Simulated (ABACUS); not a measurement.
# Fe (Im-3m) in ABACUS: further runs

One crystal, Fe, is run at these levels: PBE; tasks: equation of state.

Everything below comes from runs of ABACUS 3.10.1. Logs are shortened: lines on timing, memory, paths and dates and some standing lists are left out, and cuts for length are marked.

**The experiment to reproduce.**

“Pressure Induced Densification and Compression in a Reprocessed Borosilicate Glass”, 2018, pmc:5793612 quotes, for a bulk crystal of Fe: bulk modulus 166.4 GPa.

How close the calculation comes is told below.

## (1) Starting point

Symmetry: Im-3m, No. 229, cubic system. The conventional cell has a = 2.886 Å, b = 2.886 Å, c = 2.886 Å, α = 90.00°, β = 90.00°, γ = 90.00°. Fe (site symmetry m-3m) is surrounded by 8 Fe at 2.50 Å.

## (2) Equation of state, PBE, collinear spin, ferromagnetic start, 11.30 Å³/atom (volume scaled by 0.94)

INPUT reads:

```
INPUT_PARAMETERS
suffix              Fe
calculation         scf
basis_type          lcao
pseudo_dir          ./
orbital_dir         ./
symmetry            1
dft_functional      pbe
ecutwfc             100
pseudo_rcut         10
nspin               2
nbands              14
ks_solver           genelpa
smearing_method     fd
smearing_sigma      0.00367493
scf_thr             1e-07
scf_nmax            100
mixing_type         broyden
mixing_beta         0.4
cal_force           1
cal_stress          1
out_mul             1
```

STRU reads:

```
ATOMIC_SPECIES
Fe 55.8450 Fe.upf

NUMERICAL_ORBITAL
Fe_confined-atom_7au_3s2p2d1f.orb

LATTICE_CONSTANT
1.8897261246

LATTICE_VECTORS
-1.4135427549 1.4135427549 1.4135427549
1.4135427549 -1.4135427549 1.4135427549
1.4135427549 1.4135427549 -1.4135427549

ATOMIC_POSITIONS
Direct

Fe
0.0
1
0.0000000000 0.0000000000 0.0000000000 1 1 1 mag 3
```

KPT reads:

```
K_POINTS
0
Gamma
13 13 13 0 0 0
```

Potentials or basis: PseudoDojo NC SR 0.4.1 PBE standard, DZP LCAO (the cutoffs set its grid).

Started as:

```bash
$ OMP_NUM_THREADS=1 mpirun -np 4 abacus > log
```

running log:

```text
ABACUS v3.10.1

               Atomic-orbital Based Ab-initio Computation at UStc

 ------------------------------------------------------------------------------------

 READING GENERAL INFORMATION
                           global_out_dir = OUT.Fe/
                           global_in_card = INPUT
                               pseudo_dir = ./
                              orbital_dir = ./
                                    DSIZE = 4
                                    GSIZE = 1

 READING UNITCELL INFORMATION
                                    ntype = 1
                  lattice constant (Bohr) = 1.88973
              lattice constant (Angstrom) = 1

 READING ATOM TYPE 1
                               atom label = Fe
                      L=0, number of zeta = 3
                      L=1, number of zeta = 2
                      L=2, number of zeta = 2
                      L=3, number of zeta = 1
             number of atom for this type = 1
               magnetization of element 1 = 3

                        TOTAL ATOM NUMBER = 1
DIRECT COORDINATES
    atom                   x                   y                   z     mag                  vx                  vy                  vz
taud_Fe1            0.0000000000        0.0000000000        0.0000000000  3.0000        0.0000000000        0.0000000000        0.0000000000

                          Volume (Bohr^3) = 76.2401
                             Volume (A^3) = 11.2976

 Lattice vectors: (Cartesian coordinate: in unit of a_0)
             -1.41354            +1.41354            +1.41354
             +1.41354            -1.41354            +1.41354
             +1.41354            +1.41354            -1.41354
 Reciprocal vectors: (Cartesian coordinate: in unit of 2 pi/a_0)
                   +0           +0.353721           +0.353721
            +0.353721                  +0           +0.353721
            +0.353721           +0.353721                  +0
 The esolver type has been set to : ksdft_lcao

                PAO radial cut off (Bohr) = 10

 Read in pseudopotential file is Fe.upf
                     pseudopotential type = NC
          exchange-correlation functional = PBE
                 nonlocal core correction = 1
                        valence electrons = 16
                                     lmax = 2
                           number of zeta = 4
                     number of projectors = 6
                           L of projector = 0
                           L of projector = 0
                           L of projector = 1
                           L of projector = 1
                           L of projector = 2
                           L of projector = 2
     initial pseudo atomic orbital number = 10
 The readin total magnetization is 3

 SETUP THE ELECTRONS NUMBER
            electron number of element Fe = 16
      total electron number of element Fe = 16
            AUTOSET number of electrons:  = 16
                           occupied bands = 8
                                   NLOCAL = 26
                                   NBANDS = 14
                                   NBANDS = 14
                                   NLOCAL = 26

%%%%%%%%%%%%%%%%%%%%%%%%%%%%%%%%%%%%%%%%%%%%%%%%%%%%%%%%%%%%%%%%%%%%%%%%%%%%%%%%%%%%%%%%%%%%%%%%%%%%%%%%%%
 Warning: the number of valence electrons in pseudopotential > 8 for Fe: [Ar] 3d6 4s2
 Pseudopotentials with additional electrons can yield (more) accurate outcomes, but may be less efficient.
 If you're confident that your chosen pseudopotential is appropriate, you can safely ignore this warning.
%%%%%%%%%%%%%%%%%%%%%%%%%%%%%%%%%%%%%%%%%%%%%%%%%%%%%%%%%%%%%%%%%%%%%%%%%%%%%%%%%%%%%%%%%%%%%%%%%%%%%%%%%%

 SETUP THE PLANE WAVE BASIS
 energy cutoff for charge/potential (unit:Ry) = 400
            fft grid for charge/potential = [ 30, 30, 30 ]
                        fft grid division = [ 2, 2, 2 ]
        big fft grid for charge/potential = [ 15, 15, 15 ]
                                     nbxx = 900
                                     nrxx = 7200

 SETUP PLANE WAVES FOR CHARGE/POTENTIAL
                    number of plane waves = 10185
                         number of sticks = 637

 PARALLEL PW FOR CHARGE/POTENTIAL
     PROC   COLUMNS(POT)             PW
        1            159           2547
        2            159           2546
        3            160           2546
        4            159           2546
 --------------- sum -------------------
        4            637          10185
                            number of |g| = 134
                                  max |g| = 36.0342
                                  min |g| = 0
[... 58 lines left out ...]
       1  0.00000000  0.00000000  0.00000000  0.0005       0
       2 -0.07692308  0.07692308  0.00000000  0.0055       1
       3 -0.15384615  0.15384615  0.00000000  0.0055       2
       4 -0.23076923  0.23076923  0.00000000  0.0055       3
       5 -0.30769231  0.30769231  0.00000000  0.0055       4
       6 -0.38461538  0.38461538  0.00000000  0.0055       5
[... 22 lines left out ...]
      29 -0.15384615 -0.23076923  0.46153846  0.0218     198
      30  0.46153846  0.30769231  0.15384615  0.0218     199
[... 54 further k points ...]

                               nkstot now = 84
[... K-POINTS DIRECT COORDINATES: 84 rows ...]

           k-point number in this process = 84
       minimum distributed K point number = 84
[... stars of the k points ...]
                             nks(nspin=2) = 168
                          nkstot(nspin=2) = 168

[... K-POINTS CARTESIAN COORDINATES: 168 rows ...]

[... K-POINTS DIRECT COORDINATES: 168 rows ...]

 SETUP PLANE WAVES FOR WAVE FUNCTIONS
     energy cutoff for wavefunc (unit:Ry) = 100
              fft grid for wave functions = [ 30, 30, 30 ]
                    number of plane waves = 2171
                         number of sticks = 229

 PARALLEL PW FOR WAVE FUNCTIONS
     PROC   COLUMNS(POT)             PW
        1             58            543
        2             58            543
        3             56            543
        4             57            542
 --------------- sum -------------------
        4            229           2171

 SET NONLOCAL PSEUDOPOTENTIAL PROJECTORS
 max number of nonlocal projetors among all species is 6

 -------------------------------------------
 SELF-CONSISTENT
 -------------------------------------------

 SETUP SEARCHING RADIUS FOR PROGRAM TO SEARCH ADJACENT ATOMS
                  longest orb rcut (Bohr) = 7
   longest nonlocal projector rcut (Bohr) = 1.58
                     search radius (Bohr) = 17.2
              searching radius is (Bohr)) = 17.2
         searching radius unit is (Bohr)) = 1.89
                         PeriodicBoundary = 1
                        Radius(unit:lat0) = 9.08
                                   glayer = [ 6, 6, 6 ]
                             glayer_minus = [ 5, 5, 5 ]

Find the coordinate range of the input atom(unit:lat0).
                                  min_tau = [ -21.2, -21.2, -21.2 ]
                                  max_tau = [ 21.2, 21.2, 21.2 ]
                                BoxNumber = [ 11, 11, 11 ]

 SETUP EXTENDED REAL SPACE GRID FOR GRID INTEGRATION
                          real space grid = [ 30, 30, 30 ]
                 big cell numbers in grid = [ 15, 15, 15 ]
             meshcell numbers in big cell = [ 2, 2, 2 ]
                        extended fft grid = [ 28, 28, 28 ]
                dimension of extened grid = [ 72, 72, 72 ]
                            UnitCellTotal = 125
              Atom number in sub-FFT-grid = 1
    Local orbitals number in sub-FFT-grid = 26
                                ParaV.nnr = 30589
                                 init_chg = atomic

 LCAO ALGORITHM --------------- ION=   1  ELEC=   1--------------------------------
          total magnetism (Bohr mag/cell) = 2.41844
       absolute magnetism (Bohr mag/cell) = 2.44023
                        nelec for spin up = 9.20922
                      nelec for spin down = 6.79078
[... 196 lines left out ...]
 Density error is 7.70713854075e-09
----------------------------------------------------------
     Energy           Rydberg                 eV
----------------------------------------------------------
 E_KohnSham     -250.6748322786      -3410.6060641836
 E_KS(sigma->0) -250.6744855645      -3410.6013468965
 E_Harris       -250.6748322720      -3410.6060640934
 E_band         -15.3904154229       -209.3973443388
 E_one_elec     -101.7486385116      -1384.3612474998
 E_Hartree      61.0330910416        830.3978047185
 E_xc           -35.5724094286       -483.9874598177
 E_Ewald        -174.3861819519      -2372.6457270104
 E_entropy(-TS) -0.0006934282        -0.0094345742
 E_descf        0.0000000000         0.0000000000
 E_exx          0.0000000000         0.0000000000
 E_Fermi        1.3724653870         18.6733495713
----------------------------------------------------------

 charge density convergence is achieved
 final etot is -3410.6060642 eV
 EFERMI = 18.673349571 eV

 STATE ENERGY(eV) AND OCCUPATIONS    NSPIN == 2
SPIN UP :
 1/84 kpoint (Cartesian) = 0.0000 0.0000 0.0000 (322 pws)
       1       -69.3472    0.000455166
       2       -35.2155    0.000455166
       3       -35.2155    0.000455166
       4       -35.2155    0.000455166
       5        10.1822    0.000455166
       6        16.3100    0.000455166
       7        16.3100    0.000455166
       8        16.3100    0.000455166
       9        17.5485    0.000455166
      10        17.5485    0.000455166
      11        43.7945        0.00000
      12        43.7945        0.00000
      13        43.7945        0.00000
      14        51.8949        0.00000
[... 66 lines left out ...]
       1       -69.2762     0.00546199
       2       -35.5845     0.00546199
       3       -35.3392     0.00546199
       4       -35.2153     0.00546199
       5        13.6163     0.00546199
       6        15.3409     0.00546199
       7        17.3350     0.00546199
       8        17.6949     0.00546199
       9        17.7784     0.00546199
      10        18.6285     0.00387987
      11        28.6978        0.00000
      12        37.6262        0.00000
      13        39.8082        0.00000
      14        42.7033        0.00000

[... levels at 162 further k points ...]

-------------------------------------------------
 Total Magnetism (uB)
-------------------------------------------------
                        Fe1         2.2146782036
-------------------------------------------------

 correction force for each atom along direction 1 is -8.79207e-14
 correction force for each atom along direction 2 is -1.27006e-13
 correction force for each atom along direction 3 is -1.02316e-13
------------------------------------------------------------------------------------------
 TOTAL-FORCE (eV/Angstrom)
------------------------------------------------------------------------------------------
                       Fe1         0.0000000000         0.0000000000         0.0000000000
------------------------------------------------------------------------------------------

----------------------------------------------------------------
 TOTAL-STRESS (KBAR)
----------------------------------------------------------------
        24.4621328015         0.0000000000         0.0000000000
        -0.0000000000        24.4621328015         0.0000000000
         0.0000000000         0.0000000000        24.4621328015
----------------------------------------------------------------
 TOTAL-PRESSURE: 24.462133 KBAR

 --------------------------------------------
 !FINAL_ETOT_IS -3410.6060641835842944 eV
 --------------------------------------------
```

Run time: 11 s. Hardware: 4 MPI ranks of AMD EPYC 9B45 (Zen 5), shared host; peak memory 0.44 GiB.

Results:

```
Free energy            : -3410.6061 eV
Pressure               : 2.4 GPa
Band gap on the k mesh : none (metal or under the smearing width)
Net moment             : 2.21 μB per cell
Absolute moment        : 2.34 μB per cell
Site moments           : Fe +2.21 μB
```

Caveat: the atomic orbitals were generated for these runs and aren't a published set; the basis of atomic orbitals isn't converged, which shifts pressures, moduli and gaps.

(Continued in part 2 of 2.)
